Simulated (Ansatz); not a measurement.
Here is an Ansatz 0.2.0 calculation.

input.yaml

```yaml
crystal:
  lattice:
    - [0.0, 3.06065, 3.06065]
    - [3.06065, 0.0, 3.06065]
    - [3.06065, 3.06065, 0.0]
  atoms:
    - { symbol: Pb, position: [0.0, 0.0, 0.0] }
    - { symbol: Se, position: [0.5, 0.5, 0.5] }
hamiltonian:
  xc: pbesol
  pseudopotentials: { kind: paw }
  dispersion: d4
kpoints:
  mp_grid: { grid: [8, 8, 8] }
scf:
  occupations: { method: fermi_dirac, width: 0.05 }
output:
  forces: true
  stress: true
  write_density: true
  write_potential: true
  elf: true
  volumetric_format: npy
relax:
  f_tol: 0.01
  max_steps: 40
  cell: { stress_tol: 0.05 }
```

Potentials or basis: Ansatz PAW.

Launch:

```console
$ ansatz run input.yaml --threads 2 --pin off --max-ram 5632MiB --backend cpu --events-out ev --progress --plain --runs-dir out
```

(1) Predict the relaxed cell.

(2) Predict the band gap on the k mesh.

(3) What does it give for the space group after relaxing (to 0.05 Å)?

(4) Predict the relaxed volume.

Answers

(1) a = 4.282 Å, b = 4.282 Å, c = 4.282 Å, α = 60.00°, β = 60.00°, γ = 60.00°.

(2) 0.09 eV, direct.

(3) Fm-3m (No. 225).

(4) 27.76 Å³/atom.

Caveat: the plane-wave basis is chosen anew once the cell has moved, so the energies of steps on either side of that aren't comparable; spin-orbit coupling is left out, which as a rule narrows the gap of such compounds by several tenths of an eV; the PAW data sets come from PBE, with cores solved anew for the run's functional, which leaves a small shift of forces and pressure.

The cell as given is a measured one (28.67 Å³/atom); PBEsol+D4 puts the equilibrium volume -3.2 % from it, thermal expansion not counted.
